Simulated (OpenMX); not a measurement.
## ZnSe (Stilleite) under changes of volume

One of the cells (22.757 Å³/atom); the others are scaled copies at fixed shape and fractional positions:

```xyz
2
Lattice="0.0000 2.8338 2.8338 2.8338 0.0000 2.8338 2.8338 2.8338 0.0000" Properties=species:S:1:pos:R:3 pbc="T T T"
Se    4.2507    4.2507    4.2507
Zn    0.0000    0.0000    0.0000
```

| Property | Result |
| --- | --- |
| Program | OpenMX 3.8.5 |
| Functional | LDA |
| Potentials or basis | OpenMX 2013 LDA set, Se7.0-s3p2d2, Zn6.0H-s3p2d2, fixed grid of 45 × 45 × 45 points |
| k mesh | 9 × 9 × 9 |
| Occupations | fermi-dirac, width 0.05 eV |
| Spin | no spin polarisation |

| volume (Å³/atom) | energy over the lowest point (meV/atom) | gap on the mesh (eV) |
| --- | --- | --- |
| 21.391 | 6.52 | 1.65 |
| 21.846 | 1.21 | 1.54 |
| 22.301 | 0.00 | 1.43 |
| 22.757 | 2.40 | 1.32 |
| 23.212 | 8.65 | 1.22 |
| 23.667 | 17.82 | 1.13 |
| 24.122 | ? | ? |

Question: What does the run at 24.122 Å³/atom give?

Answer: Energy over the lowest point 29.52 meV/atom; gap on the mesh 1.03 eV.

Worked out: A Birch-Murnaghan fit of order 3 (a polynomial in V^(-2/3)) to the other rows has its minimum at 22.22 Å³/atom with B0 = V·E''(V) = 66 GPa (rough, since the energies scatter). It gives 30.13 meV/atom at 24.122 Å³/atom, against the run's 29.52. A straight line through the other rows of the gap, of slope -5.19 eV per unit of ln V (its deformation potential), extrapolates to 1.02 eV, against the run's 1.03.

Energies are extrapolated to zero smearing.

Caveats: the basis of atomic orbitals isn't converged, which shifts pressures, moduli and gaps.

Spin-orbit coupling on Se is left out.
